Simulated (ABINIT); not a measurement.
## Sb in ABINIT: the effect of functional

Sb:

```xyz
1
Lattice="3.1600 0.0000 0.0000 0.0000 3.1600 0.0000 0.0000 0.0000 3.1600" Properties=species:S:1:pos:R:3 pbc="T T T"
Sb    0.0000    0.0000    0.0000
```

This isn't the form of Sb at room conditions, which is rhombohedral.

Alike in all runs:

* Program: ABINIT 10.8.3 (patched build)
* Task: single point
* Potentials or basis: JTH PAW PBE v2.0
* Cutoff: 517 eV
* k mesh: 8 × 8 × 8
* Occupations: fermi-dirac, width 0.05 eV
* Spin: no spin polarisation

```tsv
functional	pressure (GPa)
LDA	-5.9
PBEsol	-4.9
RPBE	-1.3
BLYP	1.4
AM05	-4.8
r2SCAN	-3.4
SCAN	-4.7
revPBE	-1.6
PW91	?
WC	-4.7
```

Problem. What does the run with functional PW91 give?

Solution. Pressure -2.5 GPa.

Caveats: the PAW data sets were made with another functional, which shifts forces and pressure a little.

Runs at the PBE level aren't shown here.
